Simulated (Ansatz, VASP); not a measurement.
One calculation of HfC, two programs

```
Hf C
1.0
     0.00000    2.32500    2.32500
     2.32500    0.00000    2.32500
     2.32500    2.32500    0.00000
Hf C
1 1
Direct
  0.50000 0.50000 0.50000
  0.00000 0.00000 0.00000
```

Alike in both runs: task single point; functional PBE; k mesh 6 × 6 × 6; occupations gaussian, width 0.1 eV; no spin polarisation.

|  | VASP | Ansatz |
| --- | --- | --- |
| version | VASP 6.6.1 | Ansatz 0.2.0 |
| potentials or method | VASP PAW PBE potentials, release 64 (Hf_pv, C) | scalar-relativistic, plane waves, PAW |
| plane-wave cutoff (eV) | 520 | 420 |
| valence electrons in the cell | 14 | 30 |

Ansatz gave:

```
gap on the k mesh at the Fermi level (eV) : none
pressure (GPa)                            : 0.3
```

Problem. Which values does VASP return?

Solution. gap on the k mesh at the Fermi level (eV): none; pressure (GPa): -0.4.

A gap of «none» marks a metal or a gap that the smearing closes. The two sets of potentials don't hold the same shells in valence.

Caveats: the k mesh is coarse (spacing up to 0.39 Å⁻¹), so the values aren't converged. Spin-orbit coupling is left out, which matters for the levels of Hf.
